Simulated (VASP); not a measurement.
The system is CaSe.

```
Ca Se
1.0
     0.00000    2.94500    2.94500
     2.94500    0.00000    2.94500
     2.94500    2.94500    0.00000
Ca Se
1 1
Direct
  0.00000 0.00000 0.00000
  0.50000 0.50000 0.50000
```

The cell was built by a generator and needn't be a form met in nature.

* Program: VASP 6.6.1
* Task: relaxation of cell and atoms
* Functional: LDA
* Potentials or basis: VASP PAW LDA potentials, release 64 (Ca_sv, Se)
* Cutoff: 600 eV
* k mesh: 8 × 8 × 8
* Occupations: gaussian, width 0.02 eV
* Spin: no spin polarisation

At the start: pressure -2.4 GPa; volume 25.54 Å³/atom.

How do energy, volume and symmetry change on relaxing?

Over 3 steps the energy falls by 8.7 meV/atom and the volume is 24.40 Å³/atom (-4.5 %); space group Fm-3m (No. 225, to 0.05 Å).

The path:
| step | energy change (eV) | largest force (eV/Å) | pressure (GPa) | volume (Å³) |
| --- | --- | --- | --- | --- |
| 1 | 0.0000 | 0.0000 | -2.37 | 51.08 |
| 2 | -0.0166 | 0.0000 | 0.57 | 48.34 |
| 3 | -0.0175 | 0.0000 | 0.00 | 48.81 |

Final structure:
```
Ca Se
1.0
     0.00000    2.90062    2.90062
     2.90062    0.00000    2.90062
     2.90062    2.90062    0.00000
Ca Se
1 1
Direct
  0.00000 0.00000 0.00000
  0.50000 0.50000 0.50000
```
